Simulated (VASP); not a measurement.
# ZnSn2N2 (P-4m2) in VASP: a series of runs

One crystal, ZnSn2N2, is run at these levels: PBE; tasks: single point.

All numbers are computed with VASP 6.6.1; they aren't measurements. Logs are shortened: lines on timing, memory, paths and dates and some standing lists are left out, and cuts for length are marked.

**1. The crystal as given**

The structure is tetragonal, space group P-4m2 (No. 115). The conventional cell has a = 3.352 Å, b = 3.352 Å, c = 8.064 Å, α = 90.00°, β = 90.00°, γ = 90.00°. Around Sn (site symmetry 2mm) lie 2 N at 2.12 Å. Zn (site symmetry -4m2) is surrounded by 4 N at 2.05 Å. N (site symmetry 2mm) has 2 Zn at 2.05 Å and 2 Sn at 2.12 Å as nearest neighbours.

The cell comes from a database or a generator and needn't be the stable form of this composition.

**2. Single point, PBE**

Input file INCAR:

```
PREC = Accurate
ENCUT = 400
EDIFF = 1E-7
ISMEAR = 0
SIGMA = 0.2
LREAL = False
LASPH = True
NELM = 100
ALGO = Normal
ISIF = 2
LWAVE = False
LCHARG = False
GGA = PE
NBANDS = 33
ADDGRID = False
```

Input file KPOINTS:

```
Automatic mesh
0
Gamma
  5 5 2
```

Input file POSCAR:

```
ZnSn2N2
1.0
    3.3523260000      0.0000000000      0.0000000000
    0.0000000000      3.3523260000      0.0000000000
    0.0000000000      0.0000000000      8.0642090000
Sn Zn N
2 1 2
Direct
    0.5000000000      0.5000000000      0.3058270000
    0.5000000000      0.5000000000      0.6941730000
    0.0000000000      0.0000000000      0.0000000000
    0.0000000000      0.5000000000      0.8541900000
    0.5000000000      0.0000000000      0.1458100000
```

Potentials or basis: VASP PAW PBE potentials, release 64 (Sn_d, Zn, N).

Run with:

```
cat potpaw_PBE.64/Sn_d/POTCAR potpaw_PBE.64/Zn/POTCAR potpaw_PBE.64/N/POTCAR > POTCAR
mpirun -np 1 vasp_std > vasp.out
```

OUTCAR:

```text
PREC = Accurate
   ENCUT = 400
   EDIFF = 1E-7
   ISMEAR = 0
   LREAL = False
   LASPH = True
   NELM = 100
   ISIF = 2
   GGA = PE

 Found     12 irreducible k-points:

 Following reciprocal coordinates:
            Coordinates               Weight
  0.000000  0.000000  0.000000      1.000000
  0.200000  0.000000  0.000000      4.000000
  0.400000  0.000000  0.000000      4.000000
  0.200000  0.200000  0.000000      4.000000
  0.400000  0.200000  0.000000      8.000000
  0.400000  0.400000  0.000000      4.000000
   k-points           NKPTS =     12   k-points in BZ     NKDIM =     12   number of bands    NBANDS=     33
   number of dos      NEDOS =    301   number of ions     NIONS =      5
   total plane-waves  NPLWV =  31104
   dimension x,y,z NGX =    24 NGY =   24 NGZ =   54
   dimension x,y,z NGXF=    48 NGYF=   48 NGZF=  108
   ions per type =               2   1   2
   NGX,Y,Z   is equivalent  to a cutoff of  11.90, 11.90, 11.13 a.u.
   NGXF,Y,Z  is equivalent  to a cutoff of  23.80, 23.80, 22.26 a.u.
 SYSTEM =  unknown system
   PREC   = accura    normal or accurate (medium, high low for compatibility)
   ISTART =      0    job   : 0-new  1-cont  2-samecut
   ICHARG =      2    charge: 1-file 2-atom 10-const
   ISPIN  =      1    spin polarized calculation?
   LNONCOLLINEAR =      F non collinear calculations
   LSORBIT =      F    spin-orbit coupling
   LASPH  =      T    aspherical Exc in radial PAW
   ENCUT  =  400.0 eV  29.40 Ry    5.42 a.u.   5.47  5.47 13.15*2*pi/ulx,y,z
   NELM   =    100;   NELMIN=  2; NELMDL= -5     # of ELM steps
   EDIFF  = 0.1E-06   stopping-criterion for ELM
   LREAL  =      F    real-space projection
   EDIFFG = 0.1E-05   stopping-criterion for IOM
   NSW    =      0    number of steps for IOM
   IBRION =     -1    ionic relax: 0-MD 1-quasi-New 2-CG
   NFREE  =      0    steps in history (QN), initial steepest desc. (CG)
   ISIF   =      2    stress and relaxation
   ISYM   =      2    0-nonsym 1-usesym 2-fastsym
   POTIM  = 0.5000    time-step for ionic-motion
   TEBEG  =    0.0;   TEEND  =   0.0 temperature during run
   PSTRESS=    0.0 pullay stress
   NELECT =      50.0000    total number of electrons
   NUPDOWN=      -1.0000    fix difference up-down
   EMIN   =  10.00;   EMAX   =-10.00  energy-range for DOS
   EFERMI =   0.00;   METHOD = LEGACY
   ISMEAR =     0;   SIGMA  =   0.20  broadening in eV -4-tet -1-fermi 0-gaus
   EFERMI_NEDOS =   21; number of points for ismear=-14 and -15
   IALGO  =     38    algorithm
   IMIX   =      4    mixing-type and parameters
     AMIX     =   0.40;   BMIX     =  1.00
     AMIX_MAG =   1.60;   BMIX_MAG =  1.00
  volume/ion in A,a.u.               =      18.13       122.32
  Fermi-wavevector in a.u.,A,eV,Ry     =   1.342703  2.537341 24.529295  1.802852
  Thomas-Fermi vector in A             =   2.470836
   LORBIT       =      0    0 simple, 1 ext, 2 COOP (PROOUT), +10 PAW based schemes
   GGA     = PE    functional components
   LHFCALC =     F    Hartree Fock is set to
   AEXX    =    0.0000 exact exchange contribution
   IVDW    =     0    specifies the selected vdW correction
   LEPSILON=     F    determine dielectric tensor
   LRPA    =     F    only Hartree local field effects (RPA)
 non-spin polarized calculation
 Gauss-broadening in eV      SIGMA  =   0.20
  energy-cutoff  :      400.00
  volume of cell :       90.63
 maximum number of plane-waves:      1674
 NGX is ok and might be reduce to    24
   NGX = 11   NGY = 11   NGZ = 27

 number of electron      49.9999953 magnetization

 Free energy of the ion-electron system (eV)
  ---------------------------------------------------
  ext. energy  EPLUGINS =         0.00000000
  ---------------------------------------------------
  free energy    TOTEN  =       -24.23158029 eV

  energy without entropy =      -24.20118339  energy(sigma->0) =      -24.21638184

 E-fermi :   5.3264     XC(G=0): -10.2262

 val. band max:        5.2814439144   @ k =   0.4000   0.4000   0.5000
 cond. band min:       5.4605019834   @ k =   0.2000   0.2000   0.5000
 fundamental gap:      0.1790580690
 Fermi energy:         5.3263837759

 k-point     1 :       0.0000    0.0000    0.0000
  band No.  band energies     occupation
      1     -16.0202      2.00000
      2     -16.0175      2.00000
      3     -15.8848      2.00000
      4     -15.8208      2.00000
      5     -15.8208      2.00000
      6     -15.7651      2.00000
[... 25 lines left out ...]
     32      13.0068      0.00000
     33      13.1268      0.00000

 k-point     2 :       0.2000    0.0000    0.0000
  band No.  band energies     occupation
      1     -15.9857      2.00000
      2     -15.9823      2.00000
      3     -15.8830      2.00000
      4     -15.8430      2.00000
      5     -15.8189      2.00000
      6     -15.7857      2.00000
[... 25 lines left out ...]
     32      13.2527      0.00000
     33      14.0499      0.00000

 k-point     3 :       0.4000    0.0000    0.0000
  band No.  band energies     occupation
      1     -15.9883      2.00000
      2     -15.9367      2.00000
      3     -15.9099      2.00000
      4     -15.8176      2.00000
      5     -15.8159      2.00000
      6     -15.7957      2.00000
[... 25 lines left out ...]
     32      13.7619      0.00000
     33      13.8302      0.00000

 k-point     4 :       0.2000    0.2000    0.0000
  band No.  band energies     occupation
      1     -15.9537      2.00000
      2     -15.9506      2.00000
      3     -15.8733      2.00000
      4     -15.8478      2.00000
      5     -15.8243      2.00000
      6     -15.7838      2.00000
[... 25 lines left out ...]
     32      12.8190      0.00000
     33      14.5251      0.00000

 k-point     5 :       0.4000    0.2000    0.0000
  band No.  band energies     occupation
      1     -15.9821      2.00000
      2     -15.9179      2.00000
      3     -15.8739      2.00000
      4     -15.8147      2.00000
      5     -15.8143      2.00000
      6     -15.7973      2.00000
[... 25 lines left out ...]
     32      12.4010      0.00000
     33      13.4308      0.00000

 k-point     6 :       0.4000    0.4000    0.0000
  band No.  band energies     occupation
      1     -15.9744      2.00000
      2     -15.9734      2.00000
      3     -15.8312      2.00000
      4     -15.8296      2.00000
      5     -15.8238      2.00000
      6     -15.8086      2.00000
[... 25 lines left out ...]
     32      11.6988      0.00000
     33      12.7667      0.00000

 [... further k-points ...]
[... 5 lines left out ...]
  --------------------------------------------------------------------------------------
  -------------------------------------------------------------------------------------
  Total       -0.8808161     -0.8808161     -1.8233653      0.0000000      0.0000000      0.0000000
  in kB      -15.5718978    -15.5718978    -32.2351728      0.0000000      0.0000000      0.0000000
  external PRESSURE =     -21.1263228 kB  Pullay stress =       0.0000000 kB

 VOLUME and BASIS-vectors are now :
 -----------------------------------------------------------------------------
  energy-cutoff  :      400.00
  volume of cell :       90.63
      direct lattice vectors                 reciprocal lattice vectors
     3.352326000  0.000000000  0.000000000     0.298300344  0.000000000  0.000000000
     0.000000000  3.352326000  0.000000000     0.000000000  0.298300344  0.000000000
     0.000000000  0.000000000  8.064209000     0.000000000  0.000000000  0.124004723

 POSITION                                       TOTAL-FORCE (eV/Angst)
 -----------------------------------------------------------------------------------
      1.67616      1.67616      2.46625         0.000000      0.000000      0.247970
      1.67616      1.67616      5.59796        -0.000000     -0.000000     -0.247970
      0.00000      0.00000      0.00000         0.000000      0.000000     -0.000000
      0.00000      1.67616      6.88837         0.000000      0.000000      0.043582
      1.67616      0.00000      1.17584         0.000000      0.000000     -0.043582
 -----------------------------------------------------------------------------------
    total drift:                                0.000000     -0.000000      0.000000

  FREE ENERGIE OF THE ION-ELECTRON SYSTEM (eV)
  ---------------------------------------------------
  free  energy   TOTEN  =       -24.2315802866 eV

  energy  without entropy=      -24.2011833926  energy(sigma->0) =      -24.21638184
```

It took 26 s on 1 thread of Intel Xeon Platinum 8259CL at 2.50GHz (Skylake/Cascade Lake), shared host; peak memory 0.18 GiB.

These settings aren't checked as converged: the numbers below hold their error.

What came out:

```yaml
Free_energy: -24.2316 eV
Largest_force: 0.248 eV/Å
Band_gap_on_the_k_mesh: none (metal or under the smearing width)
```

Caveat: the k mesh is coarse (spacing up to 0.39 Å⁻¹), so the values aren't converged; the cutoff is under 1.25 times the usual one of these potentials, so pressure, stress and relaxed cells hold a basis-set (Pulay) error.

**3. Single point, PBE**

Edit INCAR of step 2 so:

```diff
@@ -4,3 +4,3 @@
 ISMEAR = 0
-SIGMA = 0.2
+SIGMA = 0.01
 LREAL = False
```

KPOINTS is that of step 2.

POSCAR is that of step 2.

Potentials or basis: VASP PAW PBE potentials, release 64 (Sn_d, Zn, N).

Run with:

```
cat potpaw_PBE.64/Sn_d/POTCAR potpaw_PBE.64/Zn/POTCAR potpaw_PBE.64/N/POTCAR > POTCAR
mpirun -np 1 vasp_std > vasp.out
```

Run time: 29 s. Hardware: 1 thread of Intel Xeon Platinum 8259CL at 2.50GHz (Skylake/Cascade Lake), shared host; peak memory 0.18 GiB.

These settings aren't checked as converged: the numbers below hold their error.

What came out:

| Property | Result |
| --- | --- |
| Free energy | -24.2108 eV |
| Largest force | 0.251 eV/Å |
| Band gap on the k mesh | none (metal or under the smearing width) |

Caveat: the k mesh is coarse (spacing up to 0.39 Å⁻¹), so the values aren't converged; the cutoff is under 1.25 times the usual one of these potentials, so pressure, stress and relaxed cells hold a basis-set (Pulay) error.

**4. Single point, PBE**

Edit INCAR of step 3 so:

```diff
@@ -1,2 +1,2 @@
-PREC = Accurate
+PREC = Normal
 ENCUT = 400
@@ -4,3 +4,3 @@
 ISMEAR = 0
-SIGMA = 0.01
+SIGMA = 0.05
 LREAL = False
```

KPOINTS is that of step 3.

POSCAR is that of step 3.

Run with:

```
cat potpaw_PBE.64/Sn_d/POTCAR potpaw_PBE.64/Zn/POTCAR potpaw_PBE.64/N/POTCAR > POTCAR
mpirun -np 1 vasp_std > vasp.out
```

It took 16 s on 1 thread of Intel Xeon Platinum 8259CL at 2.50GHz (Skylake/Cascade Lake), shared host; peak memory 0.14 GiB.

These settings aren't checked as converged: the numbers below hold their error.

What came out:

* Free energy: -24.2216 eV
* Largest force: 0.261 eV/Å
* Band gap on the k mesh: none (metal or under the smearing width)

Caveat: the k mesh is coarse (spacing up to 0.39 Å⁻¹), so the values aren't converged; the cutoff is under 1.25 times the usual one of these potentials, so pressure, stress and relaxed cells hold a basis-set (Pulay) error.

**5. Single point, PBE**

Edit INCAR of step 4 so:

```diff
@@ -1,4 +1,4 @@
-PREC = Normal
+PREC = Accurate
 ENCUT = 400
-EDIFF = 1E-7
+EDIFF = 0.01
 ISMEAR = 0
```

KPOINTS is that of step 4.

POSCAR is that of step 4.

Run with:

```
cat potpaw_PBE.64/Sn_d/POTCAR potpaw_PBE.64/Zn/POTCAR potpaw_PBE.64/N/POTCAR > POTCAR
mpirun -np 1 vasp_std > vasp.out
```

Run time: 16 s. Hardware: 1 thread of Intel Xeon Platinum 8259CL at 2.50GHz (Skylake/Cascade Lake), shared host; peak memory 0.18 GiB.

These settings aren't checked as converged: the numbers below hold their error.

What came out:

| Quantity | Value |
| --- | --- |
| Free energy | -24.2144 eV |
| Largest force | 0.229 eV/Å |
| Band gap on the k mesh | none (metal or under the smearing width) |

Caveat: the k mesh is coarse (spacing up to 0.39 Å⁻¹), so the values aren't converged; the cutoff is under 1.25 times the usual one of these potentials, so pressure, stress and relaxed cells hold a basis-set (Pulay) error.

**6. For comparison**

An earlier run on the cell as given: functional PBE; potentials or basis VASP PAW PBE potentials, release 64 (Sn_d, Zn, N); cutoff 520 eV; k mesh 8 × 8 × 4; occupations fermi-dirac, width 0.05 eV; no spin polarisation.

- Pressure: -0.3 GPa
- Largest force: 0.069 eV/Å
- Band gap on the k mesh: none (metal or under the smearing width)
